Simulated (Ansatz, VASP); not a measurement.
# One calculation of Be, two programs

```
Be
1.0
    -1.27770    1.27770    1.27770
     1.27770   -1.27770    1.27770
     1.27770    1.27770   -1.27770
Be
1
Direct
  0.00000 0.00000 0.00000
```

Change from the starting cell: volume scaled by 1.06.

Alike in both runs: task single point; functional PBE; k mesh 15 × 15 × 15; occupations fermi-dirac, width 0.05 eV; no spin polarisation.

|  | VASP | Ansatz |
| --- | --- | --- |
| version | VASP 6.6.1 | Ansatz 0.2.0 |
| potentials or method | VASP PAW PBE potentials, release 64 (Be), cutoff 520 eV | all-electron LAPW, scalar-relativistic |

```csv
,VASP,Ansatz,Ansatz less VASP
gap on the k mesh at the Fermi level (eV),none,none,-
pressure (GPa),-7.1,-7.3,-0.14
```

A gap of «none» marks a metal or a gap that the smearing closes. Ansatz ran all-electron here, so the differences hold the error of VASP's frozen core and of both bases.
